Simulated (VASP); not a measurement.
# Tl (P6_3/mmc) in VASP: notebook, part 2 of 2

VASP 6.6.1. Earlier steps stand in the parts before.

## 4. Single point, PBEsol

INCAR reads:

```
PREC = Accurate ; ENCUT = 450
EDIFF = 1E-6 ; ISMEAR = 1
SIGMA = 0.1 ; LREAL = False
LASPH = True ; NELM = 100
ALGO = Normal ; ISIF = 2
LWAVE = False ; LCHARG = False
GGA = PS ; NBANDS = 20
ADDGRID = False
```

KPOINTS reads:

```
regular mesh
0
Gamma
  8 8 4
```

POSCAR reads:

```
Tl
1.0
    3.4560000000      0.0000000000      0.0000000000
   -1.7280000000      2.9929837955      0.0000000000
    0.0000000000      0.0000000000      5.5250000000
Tl
2
Direct
    0.6666666667      0.3333333333      0.7500000000
    0.3333333333      0.6666666667      0.2500000000
```

Potentials or basis: VASP PAW PBE potentials, release 64 (Tl_d).

Launch:

```sh
cat potpaw_PBE.64/Tl_d/POTCAR > POTCAR
mpirun -np 1 vasp_std > vasp.out
```

OUTCAR:

```text
PREC = Accurate
   ENCUT = 450
   EDIFF = 1E-6
   ISMEAR = 1
   LREAL = False
   LASPH = True
   NELM = 100
   ISIF = 2
   GGA = PS

 Found     30 irreducible k-points:

 Following reciprocal coordinates:
            Coordinates               Weight
  0.000000  0.000000  0.000000      1.000000
  0.125000  0.000000  0.000000      6.000000
  0.250000  0.000000  0.000000      6.000000
  0.375000 -0.000000  0.000000      6.000000
  0.500000  0.000000  0.000000      3.000000
  0.125000  0.125000  0.000000      6.000000
   k-points           NKPTS =     30   k-points in BZ     NKDIM =     30   number of bands    NBANDS=     20
   number of dos      NEDOS =    301   number of ions     NIONS =      2
   total plane-waves  NPLWV =  23040
   dimension x,y,z NGX =    24 NGY =   24 NGZ =   40
   dimension x,y,z NGXF=    48 NGYF=   48 NGZF=   80
   ions per type =               2
   NGX,Y,Z   is equivalent  to a cutoff of  11.54, 11.54, 12.04 a.u.
   NGXF,Y,Z  is equivalent  to a cutoff of  23.09, 23.09, 24.07 a.u.
 SYSTEM =  unknown system
   PREC   = accura    normal or accurate (medium, high low for compatibility)
   ISTART =      0    job   : 0-new  1-cont  2-samecut
   ICHARG =      2    charge: 1-file 2-atom 10-const
   ISPIN  =      1    spin polarized calculation?
   LNONCOLLINEAR =      F non collinear calculations
   LSORBIT =      F    spin-orbit coupling
   LASPH  =      T    aspherical Exc in radial PAW
   ENCUT  =  450.0 eV  33.07 Ry    5.75 a.u.   5.98  5.98  9.56*2*pi/ulx,y,z
   NELM   =    100;   NELMIN=  2; NELMDL= -5     # of ELM steps
   EDIFF  = 0.1E-05   stopping-criterion for ELM
   LREAL  =      F    real-space projection
   EDIFFG = 0.1E-04   stopping-criterion for IOM
   NSW    =      0    number of steps for IOM
   IBRION =     -1    ionic relax: 0-MD 1-quasi-New 2-CG
   NFREE  =      0    steps in history (QN), initial steepest desc. (CG)
   ISIF   =      2    stress and relaxation
   ISYM   =      2    0-nonsym 1-usesym 2-fastsym
   POTIM  = 0.5000    time-step for ionic-motion
   TEBEG  =    0.0;   TEEND  =   0.0 temperature during run
   PSTRESS=    0.0 pullay stress
   NELECT =      26.0000    total number of electrons
   NUPDOWN=      -1.0000    fix difference up-down
   EMIN   =  10.00;   EMAX   =-10.00  energy-range for DOS
   EFERMI =   0.00;   METHOD = LEGACY
   ISMEAR =     1;   SIGMA  =   0.10  broadening in eV -4-tet -1-fermi 0-gaus
   EFERMI_NEDOS =   21; number of points for ismear=-14 and -15
   IALGO  =     38    algorithm
   IMIX   =      4    mixing-type and parameters
     AMIX     =   0.40;   BMIX     =  1.00
     AMIX_MAG =   1.60;   BMIX_MAG =  1.00
  volume/ion in A,a.u.               =      28.57       192.83
  Fermi-wavevector in a.u.,A,eV,Ry     =   1.259107  2.379366 21.569987  1.585349
  Thomas-Fermi vector in A             =   2.392683
   LORBIT       =      0    0 simple, 1 ext, 2 COOP (PROOUT), +10 PAW based schemes
   GGA     = PS    functional components
   LHFCALC =     F    Hartree Fock is set to
   AEXX    =    0.0000 exact exchange contribution
   IVDW    =     0    specifies the selected vdW correction
   LEPSILON=     F    determine dielectric tensor
   LRPA    =     F    only Hartree local field effects (RPA)
 non-spin polarized calculation
 Methfessel and Paxton  Order N= 1 SIGMA  =   0.10
  energy-cutoff  :      450.00
  volume of cell :       57.15
 maximum number of plane-waves:      1254
 NGX is ok and might be reduce to    24
   NGX = 11   NGY = 11   NGZ = 19

 number of electron      25.9999996 magnetization

 Free energy of the ion-electron system (eV)
  ---------------------------------------------------
  ext. energy  EPLUGINS =         0.00000000
  ---------------------------------------------------
  free energy    TOTEN  =        -5.15627436 eV

  energy without entropy =       -5.15447490  energy(sigma->0) =       -5.15567454

 E-fermi :   6.4166     XC(G=0): -10.3675

 val. band max:        6.3157641015   @ k =   0.2500   0.1250   0.2500
 cond. band min:       6.4214401573   @ k =   0.3750   0.1250   0.2500
 fundamental gap:      0.1056760558
 Fermi energy:         6.4165736415

 k-point     1 :       0.0000    0.0000    0.0000
  band No.  band energies     occupation
      1      -5.3477      2.00000
      2      -5.1109      2.00000
      3      -5.0926      2.00000
      4      -5.0926      2.00000
      5      -5.0383      2.00000
      6      -5.0383      2.00000
[... 12 lines left out ...]
     19      17.2010      0.00000
     20      17.3096      0.00000

 k-point     2 :       0.1250    0.0000    0.0000
  band No.  band energies     occupation
      1      -5.3045      2.00000
      2      -5.1551      2.00000
      3      -5.0520      2.00000
      4      -5.0268      2.00000
      5      -5.0184      2.00000
      6      -5.0125      2.00000
[... 12 lines left out ...]
     19      16.8951      0.00000
     20      18.3189      0.00000

 k-point     3 :       0.2500    0.0000    0.0000
  band No.  band energies     occupation
      1      -5.3415      2.00000
      2      -5.1482      2.00000
      3      -5.1255      2.00000
      4      -5.0662      2.00000
      5      -5.0357      2.00000
      6      -4.8856      2.00000
[... 12 lines left out ...]
     19      16.0639      0.00000
     20      17.3753      0.00000

 k-point     4 :       0.3750   -0.0000    0.0000
  band No.  band energies     occupation
      1      -5.4295      2.00000
      2      -5.2558      2.00000
      3      -5.2070      2.00000
      4      -5.1229      2.00000
      5      -4.9425      2.00000
      6      -4.8919      2.00000
[... 12 lines left out ...]
     19      15.0144      0.00000
     20      16.4735      0.00000

 k-point     5 :       0.5000    0.0000    0.0000
  band No.  band energies     occupation
      1      -5.4668      2.00000
      2      -5.3115      2.00000
      3      -5.2367      2.00000
      4      -5.1450      2.00000
      5      -4.9193      2.00000
      6      -4.9055      2.00000
[... 12 lines left out ...]
     19      14.6098      0.00000
     20      16.1679      0.00000

 k-point     6 :       0.1250    0.1250    0.0000
  band No.  band energies     occupation
      1      -5.2564      2.00000
      2      -5.2057      2.00000
      3      -5.0837      2.00000
      4      -5.0557      2.00000
      5      -5.0237      2.00000
      6      -4.9662      2.00000
[... 12 lines left out ...]
     19      16.8972      0.00000
     20      17.0686      0.00000

 [... further k-points ...]
[... 5 lines left out ...]
  --------------------------------------------------------------------------------------
  -------------------------------------------------------------------------------------
  Total        0.2861430      0.2861430      0.0836332      0.0000000      0.0000000      0.0000000
  in kB        8.0220131      8.0220131      2.3446552      0.0000000      0.0000000      0.0000000
  external PRESSURE =       6.1295605 kB  Pullay stress =       0.0000000 kB

 VOLUME and BASIS-vectors are now :
 -----------------------------------------------------------------------------
  energy-cutoff  :      450.00
  volume of cell :       57.15
      direct lattice vectors                 reciprocal lattice vectors
     3.456000000  0.000000000  0.000000000     0.289351852  0.167057370  0.000000000
    -1.728000000  2.992983795  0.000000000     0.000000000  0.334114739  0.000000000
     0.000000000  0.000000000  5.525000000     0.000000000  0.000000000  0.180995475

 POSITION                                       TOTAL-FORCE (eV/Angst)
 -----------------------------------------------------------------------------------
      1.72800      0.99766      4.14375        -0.000000     -0.000000      0.000000
     -0.00000      1.99532      1.38125         0.000000      0.000000      0.000000
 -----------------------------------------------------------------------------------
    total drift:                               -0.000000      0.000000     -0.000000

  FREE ENERGIE OF THE ION-ELECTRON SYSTEM (eV)
  ---------------------------------------------------
  free  energy   TOTEN  =        -5.1562743554 eV

  energy  without entropy=       -5.1544748993  energy(sigma->0) =       -5.15567454
```

OSZICAR:

```text
N       E                     dE             d eps       ncg     rms          rms(c)
DAV:   1     0.122336852177E+03    0.12234E+03   -0.13254E+04  1200   0.110E+03
DAV:   2    -0.287357263744E+01   -0.12521E+03   -0.12275E+03  1312   0.259E+02
DAV:   3    -0.521581966394E+01   -0.23422E+01   -0.23375E+01  1436   0.312E+01
DAV:   4    -0.522954939654E+01   -0.13730E-01   -0.13729E-01  1264   0.262E+00
DAV:   5    -0.522973837145E+01   -0.18897E-03   -0.18897E-03  1344   0.296E-01    0.299E+00
DAV:   6    -0.516785662111E+01    0.61882E-01   -0.10627E-01  1272   0.253E+00    0.211E+00
DAV:   7    -0.515710912084E+01    0.10748E-01   -0.39105E-02  1296   0.152E+00    0.832E-01
DAV:   8    -0.515627090884E+01    0.83821E-03   -0.24260E-03  1272   0.373E-01    0.471E-02
DAV:   9    -0.515627249277E+01   -0.15839E-05   -0.15362E-05  1324   0.337E-02    0.137E-02
DAV:  10    -0.515627428275E+01   -0.17900E-05   -0.20868E-06  1044   0.126E-02    0.124E-03
DAV:  11    -0.515627435537E+01   -0.72619E-07   -0.29775E-07   640   0.428E-03
   1 F= -.51562744E+01 E0= -.51556745E+01  d E =-.179946E-02
```

stdout:

```text
POSCAR found type information on POSCAR Tl
 POSCAR found :  1 types and       2 ions
 scaLAPACK will be used
 -----------------------------------------------------------------------------
|                                                                             |
|                                                                             |
|     You enforced a specific xc type in the INCAR file but a different       |
|     I HOPE YOU KNOW WHAT YOU ARE DOING!                                     |
|                                                                             |
 -----------------------------------------------------------------------------

 LDA part: xc-table for (Slater+PW92), standard interpolation
 POSCAR, INCAR and KPOINTS ok, starting setup
 FFT: planning ... GRIDC
 FFT: planning ... GRID_SOFT
 FFT: planning ... GRID
 WAVECAR not read
 entering main loop
```

Wall time 10 s (1 thread of AMD EPYC 9R45 (Zen 5), shared host); peak memory 0.13 GiB.

The run converged, but some of its settings lie outside the range that counts as converged, so its numbers aren't taken as properties of the crystal.

Results:

- Free energy: -5.1563 eV
- Pressure: 0.6 GPa
- Band gap on the k mesh: none (metal or under the smearing width)

Caveat: the PAW data sets were made with another functional, which shifts forces and pressure a little.

## 5. Single point, PBEsol

Changes to INCAR since step 4:

```diff
@@ -1,2 +1,2 @@
-PREC = Accurate ; ENCUT = 450
+PREC = Accurate ; ENCUT = 700
 EDIFF = 1E-6 ; ISMEAR = 1
```

KPOINTS reads:

```
regular mesh
0
Gamma
  6 6 4
```

POSCAR is that of step 4.

Launch:

```sh
cat potpaw_PBE.64/Tl_d/POTCAR > POTCAR
mpirun -np 1 vasp_std > vasp.out
```

Run time: 14 s. Hardware: 1 thread of AMD EPYC 9R45 (Zen 5), shared host; peak memory 0.17 GiB.

The run converged, but some of its settings lie outside the range that counts as converged, so its numbers aren't taken as properties of the crystal.

Results:

- Free energy: -5.2339 eV
- Pressure: -0.1 GPa
- Band gap on the k mesh: none (metal or under the smearing width)

Caveat: the PAW data sets were made with another functional, which shifts forces and pressure a little.

## 6. The reference run

An earlier run on the cell as given: functional PBE; potentials or basis VASP PAW PBE potentials, release 64 (Tl_d); cutoff 520 eV; k mesh 9 × 9 × 5; occupations fermi-dirac, width 0.05 eV; no spin polarisation.

- Pressure: 3.4 GPa
- Band gap on the k mesh: none (metal or under the smearing width)
